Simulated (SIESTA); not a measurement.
PbS under changes of volume

One of the cells (26.664 Å³/atom); the others are scaled copies at fixed shape and fractional positions:

```
CELL_PARAMETERS angstrom
2.07995 -5.99130 0.00000
2.07995 5.99130 0.00000
0.00000 0.00000 4.27932
ATOMIC_POSITIONS crystal
Pb 0.13056 0.86944 0.25000
Pb 0.86944 0.13056 0.75000
S 0.35480 0.64520 0.25000
S 0.64520 0.35480 0.75000
```

Measurements of this composition are mostly on another form, of space group No. 225.

| Property | Result |
| --- | --- |
| Program | SIESTA 5.4.2 |
| Functional | PBEsol |
| Potentials or basis | PseudoDojo 0.4 standard (PBEsol files) |
| Basis | DZP (energy shift 0.003 Ry; two zetas on semicore shells) |
| Grid cutoff | 500 Ry |
| Energy shift | 0.003 Ry |
| k mesh | 7 × 7 × 6 |
| Occupations | fermi-dirac, width 0.05 eV |
| Spin | no spin polarisation |

```csv
volume (Å³/atom),energy over the lowest point (meV/atom),pressure (GPa),gap on the mesh (eV),largest force (eV/Å)
25.064,9.90,2.9,0.96,0.632
25.597,2.74,1.5,1.02,0.478
26.130,0.00,0.2,1.07,0.328
26.664,?,?,?,?
27.197,5.90,-1.9,1.16,0.127
27.730,13.77,-2.8,1.19,0.058
28.263,24.49,-3.6,1.22,0.165
```

Problem. What does the run at 26.664 Å³/atom give?

Solution. Energy over the lowest point 1.19 meV/atom; pressure -0.9 GPa; gap on the mesh 1.11 eV; largest force 0.210 eV/Å.

Worked out: A Birch-Murnaghan fit of order 3 (a polynomial in V^(-2/3)) to the other rows has its minimum at 26.23 Å³/atom with B0 = V·E''(V) = 57 GPa and B' = 4.4 at fixed shape and positions, which overstates the stiffness. It gives 1.18 meV/atom at 26.664 Å³/atom, against the run's 1.19, and -dE/dV = -0.9 GPa, against -0.9. A parabola through the other rows of the gap, of slope 2.14 eV per unit of ln V there, gives 1.12 eV, against the run's 1.11.

Energies are extrapolated to zero smearing.

Caveats: spin-orbit coupling is left out, which as a rule narrows the gap of such compounds by several tenths of an eV; an odd mesh through Γ misses points on the zone boundary, where band edges often lie; the basis of atomic orbitals isn't converged, which shifts pressures, moduli and gaps.
